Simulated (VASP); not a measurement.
**W2C: phonons with LDA**

Crystal: W2C.

```
W C
1.0
     3.07005    0.00000    0.00000
    -1.53502    2.65874    0.00000
     0.00000    0.00000    4.67843
W C
2 1
Direct
  0.66667 0.33333 0.25367
  0.33333 0.66667 0.74633
  0.00000 0.00000 0.00000
```

The cell comes from a database or a generator and needn't be the stable form of this composition.

| Property | Result |
| --- | --- |
| Program | VASP 6.6.1 |
| Task | phonons |
| Functional | LDA |
| Potentials or basis | VASP PAW LDA potentials, release 64 (W_sv, C) |
| Cutoff | 600 eV |
| k mesh | 7 × 7 × 5 |
| Occupations | gaussian, width 0.1 eV |
| Spin | no spin polarisation |
| Further INCAR settings | ALGO = Fast; EDIFF = 1e-08; IBRION = 8; NSW = 1 |

| Quantity | Value |
| --- | --- |
| Relaxed volume | 12.20 Å³/atom |
| Relaxed cell | a = 3.026 Å, b = 3.026 Å, c = 4.617 Å, α = 90.00°, β = 90.00°, γ = 120.00° |
| Space group after relaxing (to 0.05 Å) | P-3m1 (No. 164) |
| Highest phonon frequency at Γ, LO-TO splitting left out | 654 cm⁻¹ |

Step by step:
| step | energy change (eV) | largest force (eV/Å) | pressure (GPa) | volume (Å³) |
| --- | --- | --- | --- | --- |
| 1 | 0.0000 | 0.0977 | -13.50 | 38.19 |
| 2 | 0.6183 | 1.9355 | 57.86 | 32.56 |
| 3 | -0.0643 | 0.2844 | -0.82 | 36.79 |
| 4 | -0.0645 | 0.3034 | -0.18 | 36.73 |
| 5 | -0.0645 | 0.3121 | 0.12 | 36.70 |
| 6 | -0.0673 | 0.0711 | 0.25 | 36.58 |
| 7 | -0.0675 | 0.0118 | 0.21 | 36.61 |
| 8 | -0.0676 | 0.0054 | -0.56 | 36.67 |
| 9 | -0.0677 | 0.0005 | -0.32 | 36.65 |
| 10 | -0.0678 | 0.0194 | 0.00 | 36.61 |
| 11 | -0.0678 | 0.0195 | 0.00 | 36.61 |
| 12 | -0.0678 | 0.0067 | 0.00 | 36.61 |
| 13 | -0.0678 | 0.0009 | 0.01 | 36.61 |

Final structure:
```
CELL_PARAMETERS angstrom
3.02574 0.00000 0.00000
-1.51287 2.62036 0.00000
0.00000 0.00000 4.61695
ATOMIC_POSITIONS crystal
W 0.66667 0.33333 0.25599
W 0.33333 0.66667 0.74401
C 0.00000 0.00000 0.00000
```

Phonon frequencies in cm⁻¹ (negative: imaginary):
```
              q point                    frequencies
(0.000, 0.000, 0.000)  0 0 0 121 121 202 630 630 654
```

Run time: 8.1 min on 1 thread of Intel(R) Xeon(R) Platinum 8559C (Emerald Rapids), with other jobs on the host, peak memory 0.33 GiB.

The run has no spin-orbit coupling, so splittings on W are missing.
